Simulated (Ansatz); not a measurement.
BAs in the zincblende structure, 2 atoms and 18 valence electrons in a cell of about 27 Å³, was run 9 times in Ansatz, each time on 2 threads of Arm Neoverse N1, with other jobs on the host.

| run | k mesh | irreducible k | cutoff (eV) | plane waves | bands | SCF iterations | wall time | peak host memory (GiB) |
| --- | --- | --- | --- | --- | --- | --- | --- | --- |
| relaxation, PBE | 8×8×8 | 29 | 420 | 537 | 13 | 36 | 6.7 s | 0.29 |
| relaxation, r2SCAN | 8×8×8 | 29 | 500 | 725 | 13 | 19 | ? | ? |
| bands, PBE | 10×10×10 | 47 | 420 | 531 | 13 | 6 | ? | ? |
| single point, r2SCAN | 10×10×10 | 47 | 500 | 725 | 13 | 6 | ? | ? |
| single point, HSE06 | 6×6×6 | 16 | 420 | 531 | 13 | 12 | 54 s | 0.83 |
| single point, PBE+SOC | 10×10×10 | 47 | 420 | 531 | 26 | 7 | ? | ? |
| field response, r2SCAN | 8×8×8 | 95 | 500 | 725 | 13 | 11 | 66 s | 0.61 |
| G0W0, PBE, 81 empty bands, 120 eV | 6×6×6 | 16 | 420 | 531 | 13 | 6 | 39 s | 0.3 |
| single point, PBE0 | 6×6×6 | 16 | 420 | 531 | 13 | 11 | 53 s | 0.83 |

Q: Estimate the missing times and memories.

A:
```tsv
run	wall time	peak host memory (GiB)
single point, r2SCAN	5.1 s	0.36
bands, PBE	2.7 s	0.29
single point, PBE+SOC	8.2 s	0.39
relaxation, r2SCAN	9 s	0.36
```

Only the levels marked +SOC include spin-orbit coupling.
